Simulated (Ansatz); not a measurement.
## Ni₂Ge: course of a relaxation

The calculation used DFT PBEsol, scalar-relativistic, plane waves, PAW (Ansatz). Settings: 420 eV cutoff, 12×12×8 k-mesh, Gaussian smearing of 0.10 eV, no spin polarisation.

What was changed: uniaxial strain along a, with b, c and atoms relaxed: +3.0 %.

Command:

```bash
ansatz run input.yaml --threads 1 --pin off --max-ram 2560MiB --backend cpu --events-out ev --progress --plain --runs-dir out
```

Input:

```yaml
crystal:
  lattice:
    - [4.0911217255, 0.0, 0.0]
    - [-2.0455608627, 3.4140220671, 0.0]
    - [0.0, 0.0, 4.9764539839]
  atoms:
    - { symbol: Ni, position: [0.6632471902, 0.3281880615, 0.25] }
    - { symbol: Ni, position: [0.3367528098, 0.6718119385, 0.75] }
    - { symbol: Ni, position: [0.0, 0.0, 0.0] }
    - { symbol: Ni, position: [0.0, 0.0, 0.5] }
    - { symbol: Ge, position: [0.6737240164, 0.3443900611, 0.75] }
    - { symbol: Ge, position: [0.3262759836, 0.6556099389, 0.25] }
basis:
  ecutwfc: 420
kpoints:
  mp_grid: { grid: [12, 12, 8] }
hamiltonian:
  xc: pbesol
scf:
  occupations: { method: gaussian, width: 0.1 }
output:
  forces: true
  stress: true
  eigenvalues: true
relax:
  adjacent_minimum: "off"
  f_tol: 0.008
  max_steps: 40
  cell: { stress_tol: 0.015, fix: [a, angles] }
```

F is the free energy. Steps run on the plane waves of an earlier cell, but the last one, and at times one on the way, on a freshly chosen basis, so a repeated geometry can differ a little in energy. The held parts of the cell keep their stress, so P needn't end at zero.

Steps:

```
step F − F(1) (eV) largest force component (eV/Å) V (Å³/atom) P (GPa)
   1         0.0000                           0.053       11.585    -2.94
   2        -0.0037                           0.049       11.552    -2.33
   3        -0.0061                           0.026       11.517    -1.61
   4        -0.0063                           0.001       11.516    -1.57
   5        -0.0062                           0.001       11.516    -1.57
```

Relaxed structure:

```xyz
6
Lattice="4.0911 0.0112 0.0000 -2.0362 3.3774 0.0000 0.0000 0.0000 4.9923" Properties=species:S:1:pos:R:3 pbc="T T T"
Ni    2.0413    1.1083    1.2481
Ni    0.0136    2.2803    3.7442
Ni    0.0000    0.0000    0.0000
Ni    0.0000    0.0000    2.4961
Ge    2.0598    1.1867    3.7442
Ge   -0.0049    2.2019    1.2481
```

The structure is monoclinic, space group P2_1/m (No. 11). Conventional cell: a = 3.944 Å, b = 4.992 Å, c = 3.963 Å, α = 90.00°, β = 117.68°, γ = 90.00°. Ni (site symmetry m) is surrounded by 5 Ge at 2.28 to 2.50 Å and 6 Ni at 2.60 to 2.64 Å. Around Ni (site symmetry -1) lie 8 Ni at 2.50 to 2.64 Å and 6 Ge at 2.53 to 2.68 Å. Ge (site symmetry m) is surrounded by 7 Ni at 2.28 to 2.53 Å.

The run converged. Time: 3.4 min on 1 thread of Oxide Virtual Turin-like Processor (Zen 5), with other jobs on the host, peak memory 1.3 GiB.